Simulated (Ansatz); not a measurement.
# S (P4_2/mnm), ideal shear of a crystal plane

The calculation used Ansatz 0.2.0, DFT PBE+D3(BJ), scalar-relativistic, plane waves, PAW. The runs took a 420 eV cutoff, a Γ-centred 9×16×5 mesh and Gaussian smearing (0.15 eV). No spin polarisation. Energies are free energies at this smearing, counted from the undisturbed cell; pressure is positive in compression.

The undisturbed cell (relaxed at this level; with this scan's settings it stands at 0.1 GPa; this form isn't the usual structure):

```yaml
crystal:
  lattice:
    - [0.00000, -5.47627, 0.00000]
    - [0.00000, 0.00000, -2.96025]
    - [10.95255, 0.00000, 0.00000]
  atoms:
    - { symbol: S, position: [0.12267, 0.50000, 0.18867] }
    - { symbol: S, position: [0.12267, 0.50000, 0.68867] }
    - { symbol: S, position: [0.87733, 0.50000, 0.81133] }
    - { symbol: S, position: [0.87733, 0.50000, 0.31133] }
    - { symbol: S, position: [0.37733, 0.00000, 0.93867] }
    - { symbol: S, position: [0.37733, 0.00000, 0.43867] }
    - { symbol: S, position: [0.62267, 0.00000, 0.06133] }
    - { symbol: S, position: [0.62267, 0.00000, 0.56133] }
```

The cut lies on the cell's a–b face, a (1 0 0) plane (indices in the standard cell, whose axes needn't be the Cartesian ones shown) of area 16.21 Å², between layers 1.34 Å apart. Vector c is tilted by f times 0·a + 1·b (length 2.960 Å) with the atoms' Cartesian places fixed: one unrelaxed fault a cell. The traction is dγ/du, the slope of γ against the slip u in Å. Some rows repeat others by symmetry and weren't run.

```csv
f,γ (mJ/m²),traction (GPa)
0.0000,0,0.0
0.1000,104,7.2
0.2000,435,14.7
0.3000,850,12.3
0.4000,1130,6.2
0.5000,1230,0.0
0.6000,1130,-6.2
0.7000,850,-12.3
0.8000,435,-14.7
0.9000,104,-7.2
```

**Question.** Read off the first barrier and the stress needed to climb it, and compare with Frenkel's sinusoid.

**Answer.** The first sampled maximum lies at f = 0.500, a slip of 1.48 Å, with γ ≈ 1230 mJ/m², which stands in for the unstable fault energy γ_us, and the steepest sampled slope before it is 14.7 GPa. A sinusoid γ = γ_us sin²(πu/λ) with its maximum there has λ = 2.96 Å and a largest slope πγ_us/λ = 13.0 GPa (1 mJ/m² per Å = 0.01 GPa). The stand-in is too high: the stress and forces give a traction of 22.5 GPa across the line at this point, so it is no saddle, and slip that bends off the line crosses lower.

**Question.** Is there a metastable fault on this line?

**Answer.** Apart from points where γ returns to about zero, no local minimum shows among the samples, so at this sampling the line offers no fault for a dislocation to split on; a fault can still lie off the line.

The cut is rigid; relaxing the faces lowers these energies and usually the stresses.

In a metal these slopes depend on the k mesh and the smearing.

Cost: 6 runs of about 5.3 core-minutes in all, on Intel Xeon Platinum 8581C (Emerald Rapids) (shared hosts).